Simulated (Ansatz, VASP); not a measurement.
# Two plane-wave programs on Ir

```
Ir
1.0
     0.00000    1.94221    1.94221
     1.94221    0.00000    1.94221
     1.94221    1.94221    0.00000
Ir
1
Direct
  0.00000 0.00000 0.00000
```

Alike in both runs: functional RPBE; k mesh 12 × 12 × 12; no spin polarisation.

Ansatz relaxed the structure, and its values are those at the end. VASP's run is a single point on that final structure, the one shown.

|  | VASP | Ansatz |
| --- | --- | --- |
| version | VASP 6.6.1 | Ansatz 0.2.0 |
| potentials or method | VASP PAW PBE potentials, release 64 (Ir) | plane waves, PAW |
| plane-wave cutoff (eV) | 520 | 517 |
| occupations | methfessel-paxton of order 1, width 0.1 eV | cold, width 0.1 eV |
| valence electrons in the cell | 9 | 17 |

Ansatz gave:

| Quantity | Value |
| --- | --- |
| pressure (GPa) | 0.0 |

Q: Which values does VASP return?

A: Pressure (GPa): 0.4.

The two sets of potentials don't hold the same shells in valence.

Caveats: the PAW data sets were made with another functional, which shifts forces and pressure a little (VASP). The runs have no spin-orbit coupling, so splittings on Ir are missing.
